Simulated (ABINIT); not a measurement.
An input for ABINIT 10.8.3 (AlAs (F-43m)):

```
acell 3*1.0 Angstrom
rprim 
  0.000000000000 2.830400000000 2.830400000000
  2.830400000000 0.000000000000 2.830400000000
  2.830400000000 2.830400000000 -0.000000000000
ntypat 2
znucl 13 33
natom 2
typat 1 2
xred 
  0.000000000000 0.000000000000 0.000000000000
  0.250000000000 0.250000000000 0.250000000000
pp_dirpath "pseudos"
pseudos "Al.upf, As.upf"
ecut 44
ngkpt 4 4 4
nshiftk 1
shiftk 0 0 0
kptopt 1
chksymbreak 0
istwfk *1
occopt 1
irdwfk 1
optdriver 4
nband 183
gwcalctyp 0
ecutsigx 44
symsigma 1
nkptgw 3
kptgw 
  0.0000000000 0.0000000000 0.0000000000
  0.5000000000 0.5000000000 0.0000000000
  0.5000000000 0.0000000000 0.0000000000
bdgw 
  11 17
  12 15
  12 16
ecuteps 9.7
irdscr 1
ppmodel 1
indata_prefix "in"
outdata_prefix "out"
tmpdata_prefix "tmp"
```

```sh
OMP_NUM_THREADS=1 mpirun -n 4 abinit run.abi > log
```

Estimate wall time and host memory on 4 MPI ranks of Arm Neoverse V2, shared host.

It took 69 s; on shared hardware allow 35 s to 2.3 min. Peak host memory was 2.0 GiB.

[Paths, hosts, dates, memory and timing lines, banners, echoed tables and standing remarks are left out of the program output.]

[Logs are printed without paths, hosts, clocks, repeated set-up lines and the standing remarks that a program may print on its own settings, such as how far it seeks lower states.]

[Runs of the session that timed out or met a known fault of the program may be left out.]

[Hosts, paths, dates, database ids (printed as entryN), source tags and the programs' standing remarks are cut or masked in the printed files.]

[G0W0 gaps are taken among the corrected bands and points alone; a level outside them can change the order at an edge.]

[Where Ansatz stands beside ABINIT at settings called matched, ABINIT's density can come from a denser mesh and the files from another edition; pairs whose starting gaps differed by over 0.03 eV were left out, so agreement reads better than it is.]
